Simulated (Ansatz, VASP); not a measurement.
As in VASP and in Ansatz

```
CELL_PARAMETERS angstrom
1.87975 1.08527 3.48577
-1.87975 1.08527 3.48577
0.00000 -2.17055 3.48577
ATOMIC_POSITIONS crystal
As 0.22754 0.22754 0.22754
As 0.77246 0.77246 0.77246
```

Alike in both runs: task single point; functional PBE; k mesh 10 × 10 × 10; occupations fermi-dirac, width 0.05 eV; no spin polarisation.

|  | VASP | Ansatz |
| --- | --- | --- |
| version | VASP 6.6.1 | Ansatz 0.2.0 |
| potentials or method | VASP PAW PBE potentials, release 64 (As), cutoff 520 eV | all-electron LAPW, scalar-relativistic |

VASP gave:

* pressure (GPa): 3.9
* largest component of the traceless stress (GPa): 0.72
* rms of the force components (eV/Å): 0.165

**Question.** Estimate Ansatz's values.

**Answer.** Pressure (GPa): 3.6; largest component of the traceless stress (GPa): 0.63; rms of the force components (eV/Å): 0.130.

Atom by atom the forces differ by 0.034 eV/Å (rms over components). Ansatz ran all-electron here, so the differences hold the error of VASP's frozen core and of both bases.
